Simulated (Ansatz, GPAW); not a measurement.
Given: the input of a run of Ansatz 0.2.0 on CdS (Hawleyite). 

input.yaml

```yaml
crystal:
  lattice:
    - [0.0, 2.9165, 2.9165]
    - [2.9165, 0.0, 2.9165]
    - [2.9165, 2.9165, 0.0]
  atoms:
    - { symbol: Cd, position: [0.0, 0.0, 0.0] }
    - { symbol: S, position: [0.75, 0.75, 0.75] }
kpoints:
  mp_grid: { grid: [8, 8, 8] }
scf:
  occupations: { method: gaussian, width: 0.025 }
hamiltonian:
  xc: pbe
  pseudopotentials: { kind: all_electron, lapw: { basis_error: 0.001 } }
output:
  forces: true
  stress: true
  eigenvalues: true
```

Potentials or basis: all-electron LAPW, scalar-relativistic.

Run with:

```bash
$ ansatz run input.yaml --threads 1 --pin off --max-ram 3072MiB --backend cpu --events-out ev --progress --plain --runs-dir out
```

Q: Translate it to GPAW 26.7.0 (ASE script). Potentials or basis there: GPAW PAW data sets (gpaw-data 1.2.1), cutoff 600 eV.

A: As run (cutoffs and basis follow the program's own potentials, and thresholds, step limits or extra output files can differ):

File run.py:

```python
from ase.dft.bandgap import bandgap
from ase.io import read, write
from ase.units import GPa
from gpaw import GPAW, PW

atoms = read('POSCAR')

calc = GPAW(mode=PW(600),
            xc='PBE',
            kpts={'size': (8, 8, 8), 'gamma': True},
            occupations={'name': 'methfessel-paxton', 'order': 0, 'width': 0.025},
            nbands=18,
            convergence={'density': 1e-05, 'energy': 1e-05},
            maxiter=150,
            txt='gpaw.txt')
atoms.calc = calc
energy = atoms.get_potential_energy()
forces = atoms.get_forces()
stress = atoms.get_stress()
calc.write('gs.gpw')
write('result.traj', atoms)
print(f'Energy: {energy:.6f} eV')
print('Forces (eV/A):')
print(forces.round(4))
print('Stress (GPa):', (stress / GPa).round(3))
print('Fermi level:', round(calc.get_fermi_level(), 4), 'eV')
print(f'Gap: {bandgap(calc)[0]:.4f} eV, direct: {bandgap(calc, direct=True)[0]:.4f} eV')
```

POSCAR

```
CdS
1.0
    0.0000000000      2.9165000000      2.9165000000
    2.9165000000      0.0000000000      2.9165000000
    2.9165000000      2.9165000000      0.0000000000
Cd S
1 1
Direct
    0.0000000000      0.0000000000      0.0000000000
    0.7500000000      0.7500000000      0.7500000000
```

Potentials or basis: GPAW PAW data sets (gpaw-data 1.2.1), pw.

Launch:

```bash
$ OMP_NUM_THREADS=1 python run.py
```

Both were run:

|  | Ansatz | GPAW |
| --- | --- | --- |
| Pressure | 2.9 GPa | 2.6 GPa |

Where Ansatz's input types no cutoff or centring, it takes its own default and a Γ-centred mesh.

Pressure is positive in compression.
